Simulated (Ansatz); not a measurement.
# Cu: the cost of one run

Computed with Ansatz 0.2.0 (DFT PBE, scalar-relativistic, unless a step's input says otherwise).

## Step 1: The structure to begin with

Symmetry: Fm-3m, No. 225, cubic system. The conventional cell has a = 3.615 Å, b = 3.615 Å, c = 3.615 Å, α = 90.00°, β = 90.00°, γ = 90.00°. Cu (site symmetry m-3m) has 12 Cu at 2.56 Å as nearest neighbours.

As a file:

```xyz
1
Lattice="0.0000 1.8075 1.8075 1.8075 0.0000 1.8075 1.8075 1.8075 0.0000" Properties=species:S:1:pos:R:3 pbc="T T T"
Cu    0.0000    0.0000    0.0000
```

## Step 2: After the deformation

Space group Fm-3m before, I4/mmm after.

## Step 3: LAPW, all electrons

Input file input.yaml:

```yaml
crystal:
  lattice:
    - [0.0, 1.77135, 1.8075]
    - [1.77135, 0.0, 1.8075]
    - [1.77135, 1.77135, 0.0]
  atoms:
    - { symbol: Cu, position: [0.0, 0.0, 0.0] }
kpoints:
  mp_grid: { grid: [19, 19, 19] }
  band_path:
    path:
      - [0.0, 0.0, 0.0]
      - [0.0, 0.5, 0.5]
      - [0.25, 0.75, 0.5]
      - [0.0, 0.5, 0.0]
      - [0.0, 0.0, 0.0]
      - [0.5, 0.5, 0.0]
      - [0.37005, 0.62995, 0.0]
      - [-0.37005, 0.37005, 0.0]
      - [0.0, 0.0, 0.0]
    npoints: 5
scf:
  occupations: { method: fermi_dirac, width: 0.08 }
hamiltonian:
  xc: pbe
  pseudopotentials: { kind: all_electron, lapw: { basis_error: 0.00025 } }
output:
  forces: true
  stress: true
  eigenvalues: true
```

Run with:

```bash
> ansatz run input.yaml --threads 1 --pin off --max-ram 3072MiB --backend cpu --events-out ev --progress --plain --runs-dir out
```

**Question.** How long does this run take on 1 thread of Intel Xeon Platinum 8175M at 2.50GHz (Skylake/Cascade Lake), shared host, and how much memory does it need?

About 69 s, with a peak of 0.76 GiB.
